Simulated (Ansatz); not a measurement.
The system is Cs2AgBiBr6.

```
Bi Cs Ag Br
1.0
     0.00000    5.61610    5.61610
     5.61610    0.00000    5.61610
     5.61610    5.61610    0.00000
Bi Cs Ag Br
1 2 1 6
Direct
  0.00000 0.00000 0.00000
  0.75000 0.75000 0.75000
  0.25000 0.25000 0.25000
  0.50000 0.50000 0.50000
  0.74945 0.74945 0.25055
  0.25055 0.25055 0.74945
  0.74945 0.25055 0.25055
  0.74945 0.25055 0.74945
  0.25055 0.74945 0.74945
  0.25055 0.74945 0.25055
```

Base run:

| Item | Value |
| --- | --- |
| Program | Ansatz 0.2.0 |
| Functional | LDA |
| Potentials or basis | Ansatz PAW |
| Cutoff | 420 eV (not typed: the program's choice for these potentials) |
| k mesh | 4 × 4 × 4 |
| Occupations | fermi-dirac, width 0.05 eV |
| Spin | no spin polarisation |
| Hubbard terms | Ag d U = 6 eV |

Its results: band gap on the k mesh 1.48 eV, indirect (least direct gap 2.52 eV); pressure -1.3 GPa; largest force 0.186 eV/Å.

Question: After a change of settings the same cell gave: band gap on the k mesh 1.39 eV, indirect (least direct gap 2.51 eV); pressure -1.3 GPa; largest force 0.225 eV/Å. Which change was it?
A. hubbard terms from Ag d U = 6 eV to Ag d U = 1 eV
B. hubbard terms from Ag d U = 6 eV to none; hubbard projectors from ortho-atomic (the default) to none
C. hubbard terms from Ag d U = 6 eV to Ag d U = 4 eV

Answer: C.

Caveats: spin-orbit coupling is left out, which as a rule narrows the gap of such compounds by several tenths of an eV; the PAW data sets come from PBE, with cores solved anew for the run's functional, which leaves a small shift of forces and pressure.

Runs at the PBE level aren't shown here.
